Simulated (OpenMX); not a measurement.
Cu2O (Cuprite) under changes of volume

One of the cells (12.885 Å³/atom); the others are scaled copies at fixed shape and fractional positions:

```
Cu O
1.0
     4.26000    0.00000    0.00000
     0.00000    4.26000    0.00000
     0.00000    0.00000    4.26000
Cu O
4 2
Direct
  0.75000 0.25000 0.75000
  0.75000 0.75000 0.25000
  0.25000 0.75000 0.75000
  0.25000 0.25000 0.25000
  0.50000 0.50000 0.50000
  0.00000 0.00000 0.00000
```

```yaml
Program: OpenMX 3.8.5
Functional: LDA
Potentials_or_basis: OpenMX 2013 LDA set, Cu6.0H-s3p2d2, O6.0-s2p2d1, fixed grid of 56 × 56 × 56 points
k_mesh: 7 × 7 × 7
Occupations: fermi-dirac, width 0.05 eV
Spin: no spin polarisation
```

| volume (Å³/atom) | energy over the lowest point (meV/atom) | gap on the mesh (eV) |
| --- | --- | --- |
| 12.112 | 1.80 | 0.72 |
| 12.369 | 0.00 | 0.66 |
| 12.627 | 3.07 | 0.61 |
| 12.885 | ? | ? |
| 13.142 | 20.21 | 0.51 |
| 13.400 | 33.95 | 0.46 |
| 13.658 | 50.59 | 0.42 |

Question: What does the run at 12.885 Å³/atom give?

Answer: Energy over the lowest point 10.05 meV/atom; gap on the mesh 0.56 eV.

Worked out: A Birch-Murnaghan fit of order 3 (a polynomial in V^(-2/3)) to the other rows has its minimum at 12.33 Å³/atom with B0 = V·E''(V) = 135 GPa and B' = 4.2. It gives 9.82 meV/atom at 12.885 Å³/atom, against the run's 10.05. A straight line through the other rows of the gap, of slope -2.5 eV per unit of ln V (its deformation potential), gives 0.56 eV, against the run's 0.56.

Energies are extrapolated to zero smearing.

Caveats: an odd mesh through Γ misses points on the zone boundary, where band edges often lie; the basis of atomic orbitals isn't converged, which shifts pressures, moduli and gaps.
